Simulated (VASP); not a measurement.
# Ba (Fm-3m) in VASP: reference runs, part 2 of 2

VASP 6.6.1.

## 3. Single point, PBE (cell strained at random at fixed volume)

Contents of INCAR:

```
  PREC = Accurate
  ENCUT = 520
  EDIFF = 1E-7
  ISMEAR = -1
  SIGMA = 0.05
  LREAL = False
  LASPH = True
  NELM = 80
  ALGO = Normal
  ISIF = 2
  LWAVE = False
  LCHARG = False
  GGA = PE
  NBANDS = 11
```

Contents of KPOINTS:

```
Automatic mesh
0
Gamma
  7 7 7
```

Contents of POSCAR:

```
Ba
1.0
    0.0342000000      3.2774780000      3.2715450000
    3.1831140000      0.0353410000      3.2704040000
    3.1968070000      3.2900300000      0.0216480000
Ba
1
Direct
    0.0054190000     -0.0079640000      0.0005930000
```

Potentials or basis: VASP PAW PBE potentials, release 64 (Ba_sv).

Command:

```bash
cat potpaw_PBE.64/Ba_sv/POTCAR > POTCAR
mpirun -np 1 vasp_std > vasp.out
```

OUTCAR:

```text
PREC = Accurate
   ENCUT = 520
   EDIFF = 1E-7
   ISMEAR = -1
   LREAL = False
   LASPH = True
   NELM = 80
   ISIF = 2
   GGA = PE

 ion  position               nearest neighbor table
   1  0.005  0.992  0.001-

  Warning from LATTYP: Got some problem with cell dimensions!
  Tried to take original basis but could not verify dimensions!
  LATTYP: Found a triclinic cell.
 ALAT       =     4.5347625186
 B/A-ratio  =     1.4378642864
 C/A-ratio  =     0.9966644034
 COS(alpha) =     0.0005683782
 COS(beta)  =     0.4840965629
 COS(gamma) =     0.7144520994

  Lattice vectors:

 A1 = (  -3.1626070000,  -0.0125520000,   3.2498970000)
 A2 = (   0.0205070000,   0.0227890000,   6.5203010000)
 A3 = (  -3.1489140000,   3.2421370000,   0.0011410000)

Analysis of symmetry for initial positions (statically):
=====================================================================
 Subroutine PRICEL returns:
 Original cell was already a primitive cell.

 Routine SETGRP: Setting up the symmetry group for a
 triclinic supercell.

 Subroutine GETGRP returns: Found  2 space group operations
 (whereof  1 operations were pure point group operations)
 out of a pool of  2 trial point group operations.

The static configuration has the point symmetry C_1 .
 The point group associated with its full space group is S_2 .

Analysis of symmetry for dynamics (positions and initial velocities):
=====================================================================
 Subroutine PRICEL returns:
 Original cell was already a primitive cell.

 Routine SETGRP: Setting up the symmetry group for a
 triclinic supercell.

 Subroutine GETGRP returns: Found  2 space group operations
 (whereof  1 operations were pure point group operations)
 out of a pool of  2 trial point group operations.

The dynamic configuration has the point symmetry C_1 .
 The point group associated with its full space group is S_2 .

 Subroutine INISYM returns: Found  2 space group operations
 (whereof  1 operations are pure point group operations),
 and found     1 'primitive' translations

----------------------------------------------------------------------------------------

                                     Primitive cell

  volume of cell :      67.5635

  direct lattice vectors                    reciprocal lattice vectors
     0.034200000  3.277478000  3.271545000    -0.159242192  0.153721167  0.153330717
     3.183114000  0.035341000  3.270404000     0.158258941 -0.154784096  0.153410396
     3.196807000  3.290030000  0.021648000     0.156934664  0.152476568 -0.154393646

  length of vectors
     4.630986760  4.563880591  4.587411147     0.269255606  0.269330204  0.267796547

  position of ions in fractional coordinates (direct lattice)
     0.005419000  0.992036000  0.000593000

  ion indices of the primitive-cell ions
   primitive index   ion index
                 1           1

----------------------------------------------------------------------------------------

 KPOINTS: Automatic mesh

Automatic generation of k-mesh.
 Grid dimensions read from file:
 generate k-points for:    7    7    7

 Generating k-lattice:

  Cartesian coordinates                     Fractional coordinates (reciprocal lattice)
    -0.022748885  0.021960167  0.021904388     0.142857143  0.000000000  0.000000000
     0.022608420 -0.022112014  0.021915771     0.000000000  0.142857143 -0.000000000
     0.022419238  0.021782367 -0.022056235     0.000000000  0.000000000  0.142857143

  Length of vectors
     0.038465087  0.038475743  0.038256650

  Shift w.r.t. Gamma in fractional coordinates (k-lattice)
     0.000000000  0.000000000  0.000000000

 Subroutine IBZKPT returns following result:
 ===========================================

 Found    172 irreducible k-points:

 Following reciprocal coordinates:
            Coordinates               Weight
  0.000000  0.000000  0.000000      1.000000
  0.142857  0.000000 -0.000000      2.000000
  0.285714  0.000000 -0.000000      2.000000
  0.428571  0.000000 -0.000000      2.000000
  0.000000  0.142857 -0.000000      2.000000
  0.142857  0.142857 -0.000000      2.000000
[... 42 lines left out ...]
  0.285714  0.428571  0.142857      2.000000
  0.428571  0.428571  0.142857      2.000000
 [... further k-points ...]
   k-points           NKPTS =    172   k-points in BZ     NKDIM =    172   number of bands    NBANDS=     11
   number of dos      NEDOS =    301   number of ions     NIONS =      1
   total plane-waves  NPLWV =  46656
   dimension x,y,z NGX =    36 NGY =   36 NGZ =   36
   dimension x,y,z NGXF=    72 NGYF=   72 NGZF=   72
   ions per type =               1
   NGX,Y,Z   is equivalent  to a cutoff of  12.92, 13.11, 13.05 a.u.
   NGXF,Y,Z  is equivalent  to a cutoff of  25.85, 26.23, 26.09 a.u.
 SYSTEM =  unknown system
   PREC   = accura    normal or accurate (medium, high low for compatibility)
   ISTART =      0    job   : 0-new  1-cont  2-samecut
   ICHARG =      2    charge: 1-file 2-atom 10-const
   ISPIN  =      1    spin polarized calculation?
   LNONCOLLINEAR =      F non collinear calculations
   LSORBIT =      F    spin-orbit coupling
   LASPH  =      T    aspherical Exc in radial PAW
   ENCUT  =  520.0 eV  38.22 Ry    6.18 a.u.   8.61  8.49  8.53*2*pi/ulx,y,z
   NELM   =     80;   NELMIN=  2; NELMDL= -5     # of ELM steps
   EDIFF  = 0.1E-06   stopping-criterion for ELM
   LREAL  =      F    real-space projection
   EDIFFG = 0.1E-05   stopping-criterion for IOM
   NSW    =      0    number of steps for IOM
   IBRION =     -1    ionic relax: 0-MD 1-quasi-New 2-CG
   NFREE  =      0    steps in history (QN), initial steepest desc. (CG)
   ISIF   =      2    stress and relaxation
   ISYM   =      2    0-nonsym 1-usesym 2-fastsym
   POTIM  = 0.5000    time-step for ionic-motion
   TEBEG  =    0.0;   TEEND  =   0.0 temperature during run
   PSTRESS=    0.0 pullay stress
   NELECT =      10.0000    total number of electrons
   NUPDOWN=      -1.0000    fix difference up-down
   EMIN   =  10.00;   EMAX   =-10.00  energy-range for DOS
   EFERMI =   0.00;   METHOD = LEGACY
   ISMEAR =    -1;   SIGMA  =   0.05  broadening in eV -4-tet -1-fermi 0-gaus
   EFERMI_NEDOS =   21; number of points for ismear=-14 and -15
   IALGO  =     38    algorithm
   IMIX   =      4    mixing-type and parameters
     AMIX     =   0.40;   BMIX     =  1.00
     AMIX_MAG =   1.60;   BMIX_MAG =  1.00
  volume/ion in A,a.u.               =      67.56       455.94
  Fermi-wavevector in a.u.,A,eV,Ry     =   0.865972  1.636451 10.203122  0.749908
  Thomas-Fermi vector in A             =   1.984294
   LORBIT       =      0    0 simple, 1 ext, 2 COOP (PROOUT), +10 PAW based schemes
   GGA     = PE    functional components
   LHFCALC =     F    Hartree Fock is set to
   AEXX    =    0.0000 exact exchange contribution
   IVDW    =     0    specifies the selected vdW correction
   LEPSILON=     F    determine dielectric tensor
   LRPA    =     F    only Hartree local field effects (RPA)
 non-spin polarized calculation
  energy-cutoff  :      520.00
  volume of cell :       67.56
 maximum number of plane-waves:      1837
   NGX = 17   NGY = 17   NGZ = 17

 number of electron      10.0000000 magnetization

 number of electron       9.9999999 magnetization

 Free energy of the ion-electron system (eV)
  ---------------------------------------------------
  ext. energy  EPLUGINS =         0.00000000
  ---------------------------------------------------
  free energy    TOTEN  =        -1.89476672 eV

  energy without entropy =       -1.88303738  energy(sigma->0) =       -1.88890205

 E-fermi :   1.4518     XC(G=0):  -7.1901

 val. band max:        1.4309800575   @ k =  -0.0000  -0.4286   0.4286
 cond. band min:       1.4570600812   @ k =  -0.4286  -0.2857   0.2857
 fundamental gap:      0.0260800237
 Fermi energy:         1.4517937117

 k-point     1 :       0.0000    0.0000    0.0000
  band No.  band energies     occupation
      1     -27.5722      2.00000
      2     -12.5642      2.00000
      3     -12.5591      2.00000
      4     -12.5555      2.00000
      5      -1.2937      2.00000
      6       3.0631      0.00000
      7       3.1324      0.00000
      8       3.2723      0.00000
      9       4.4768      0.00000
     10       4.7062      0.00000
     11       7.2978      0.00000
[... 533 lines left out ...]
 k-point    40 :       0.0000    0.2857    0.1429
  band No.  band energies     occupation
      1     -27.5538      2.00000
      2     -12.7499      2.00000
      3     -12.6176      2.00000
      4     -12.6044      2.00000
      5      -0.1812      2.00000
      6       2.2292      0.00000
      7       3.2018      0.00000
      8       3.4986      0.00000
      9       4.1079      0.00000
     10       4.9646      0.00000
     11       8.1066      0.00000

 [... further k-points ...]
[... 5 lines left out ...]
  --------------------------------------------------------------------------------------
  -------------------------------------------------------------------------------------
  Total       -0.1198541     -0.1372012     -0.1358430     -0.0630824     -0.0265366     -0.0276278
  in kB       -2.8421785     -3.2535417     -3.2213337     -1.4959135     -0.6292785     -0.6551569
  external PRESSURE =      -3.1056846 kB  Pullay stress =       0.0000000 kB

 VOLUME and BASIS-vectors are now :
 -----------------------------------------------------------------------------
  energy-cutoff  :      520.00
  volume of cell :       67.56
      direct lattice vectors                 reciprocal lattice vectors
     0.034200000  3.277478000  3.271545000    -0.159242192  0.153721167  0.153330717
     3.183114000  0.035341000  3.270404000     0.158258941 -0.154784096  0.153410396
     3.196807000  3.290030000  0.021648000     0.156934664  0.152476568 -0.154393646

 POSITION                                       TOTAL-FORCE (eV/Angst)
 -----------------------------------------------------------------------------------
      3.15984      0.05477      3.26210         0.000000      0.000000      0.000000
 -----------------------------------------------------------------------------------
    total drift:                               -0.000000     -0.000000      0.000001

  FREE ENERGIE OF THE ION-ELECTRON SYSTEM (eV)
  ---------------------------------------------------
  free  energy   TOTEN  =        -1.8947667209 eV

  energy  without entropy=       -1.8830373840  energy(sigma->0) =       -1.88890205
```

OSZICAR:

```text
N       E                     dE             d eps       ncg     rms          rms(c)
DAV:   1     0.551377751802E+02    0.55138E+02   -0.41338E+03  3784   0.737E+02
DAV:   2     0.924839259541E+00   -0.54213E+02   -0.52898E+02  4610   0.135E+02
DAV:   3    -0.180866375723E+01   -0.27335E+01   -0.27146E+01  4918   0.316E+01
DAV:   4    -0.189362159224E+01   -0.84958E-01   -0.84809E-01  4940   0.517E+00
DAV:   5    -0.189583656450E+01   -0.22150E-02   -0.22147E-02  5034   0.679E-01    0.148E+00
DAV:   6    -0.189497901080E+01    0.85755E-03   -0.29428E-03  4557   0.513E-01    0.881E-01
DAV:   7    -0.189469683450E+01    0.28218E-03   -0.50966E-03  4192   0.816E-01    0.414E-02
DAV:   8    -0.189476301077E+01   -0.66176E-04   -0.23354E-04  5746   0.106E-01    0.276E-02
DAV:   9    -0.189476638689E+01   -0.33761E-05   -0.48401E-06  4539   0.207E-02    0.533E-03
DAV:  10    -0.189476679180E+01   -0.40491E-06   -0.41040E-06  4471   0.139E-02    0.829E-04
DAV:  11    -0.189476672093E+01    0.70866E-07   -0.38710E-07  5440   0.371E-03
   1 F= -.18947667E+01 E0= -.18889021E+01  d E =-.117293E-01
```

It took 74 s on 1 thread of Intel Xeon Platinum 8488C (Sapphire Rapids), shared host; peak memory 0.28 GiB.

Results:

* Free energy: -1.8948 eV
* Pressure: -0.3 GPa
* Band gap on the k mesh: none (metal or under the smearing width)

Stress tensor (GPa, compression positive):
```
-0.28 -0.15 -0.07
-0.15 -0.33 -0.06
-0.07 -0.06 -0.32
```

Levels at points of the mesh, in eV from the Fermi level:
```tsv
k point	band 3	band 4	band 5	band 6	band 7	band 8
(0.00, 0.00, 0.00)	-14.01	-14.01	-2.75	1.61	1.68	1.82
```

Spin-orbit coupling is left out, which matters for the levels of Ba.
